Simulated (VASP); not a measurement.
Set up this calculation in VASP 6.6.1, as the native input.

```yaml
Task: band structure
Functional: PBE
Potentials_or_basis: VASP PAW PBE potentials, release 64 (Cd, S)
Cutoff: 520 eV
k_mesh: 8 × 8 × 6
Occupations: gaussian, width 0.02 eV
Spin: non-collinear spin, zero start, spin-orbit coupling
Starting_moments: "[[0.0, 0.0, 0.0], [0.0, 0.0, 0.0]] μB"
Further_INCAR_settings: ALGO = Normal; EDIFF = 1e-06; NBANDS = 30
```

The structure of CdS lies in POSCAR:

```
CdS
1.0
    4.2611695877      0.0000000000      0.0000000000
   -2.1305847939      3.6902811128      0.0000000000
    0.0000000000      0.0000000000      5.8041729400
Cd S
1 1
Direct
    0.0000000000      0.0000000000      0.4426919200
    0.6666666667      0.3333333333      0.4343080800
```

Measurements of this composition are mostly on another form, of space group No. 186.

These files were run (other wordings do the same):

INCAR

```
SYSTEM = CdS
PREC = Accurate
ENCUT = 520
EDIFF = 1E-6
ISMEAR = 0
SIGMA = 0.02
LREAL = .False.
LASPH = .True.
NELM = 100
ALGO = Normal
ISIF = 2
LWAVE = .False.
LCHARG = .False.
MAGMOM = 0 0 0 0 0 0
LORBIT = 11
LSORBIT = .True.
GGA_COMPAT = .False.
GGA = PE
NBANDS = 30
```

KPOINTS

```
regular mesh
0
Gamma
  8 8 6
  0 0 0
```

KPOINTS_OPT

```
path GMKGALHA,LM,KH
15
line-mode
reciprocal
 0.0000000000  0.0000000000  0.0000000000  G
 0.5000000000  0.0000000000  0.0000000000  M

 0.5000000000  0.0000000000  0.0000000000  M
 0.3333333333  0.3333333333  0.0000000000  K

 0.3333333333  0.3333333333  0.0000000000  K
 0.0000000000  0.0000000000  0.0000000000  G

 0.0000000000  0.0000000000  0.0000000000  G
 0.0000000000  0.0000000000  0.5000000000  A

 0.0000000000  0.0000000000  0.5000000000  A
 0.5000000000  0.0000000000  0.5000000000  L

 0.5000000000  0.0000000000  0.5000000000  L
 0.3333333333  0.3333333333  0.5000000000  H

 0.3333333333  0.3333333333  0.5000000000  H
 0.0000000000  0.0000000000  0.5000000000  A

 0.5000000000  0.0000000000  0.5000000000  L
 0.5000000000  0.0000000000  0.0000000000  M

 0.3333333333  0.3333333333  0.0000000000  K
 0.3333333333  0.3333333333  0.5000000000  H
```

Potentials or basis: VASP PAW PBE potentials, release 64 (Cd, S).

The run is started by

```console
$ cat potpaw_PBE.64/Cd/POTCAR potpaw_PBE.64/S/POTCAR > POTCAR
$ mpirun -np 1 vasp_ncl > vasp.out
```

It gave:

| Quantity | Value |
| --- | --- |
| Pressure | -0.1 GPa |
| Net moment | 0.00 μB per cell |
| Valence electrons inside the program's atomic spheres | Cd 10.30; S 3.71 |

Run time: 19 min on 1 thread of Intel(R) Xeon(R) Platinum 8488C (Sapphire Rapids) (shared host), peak memory 0.73 GiB.
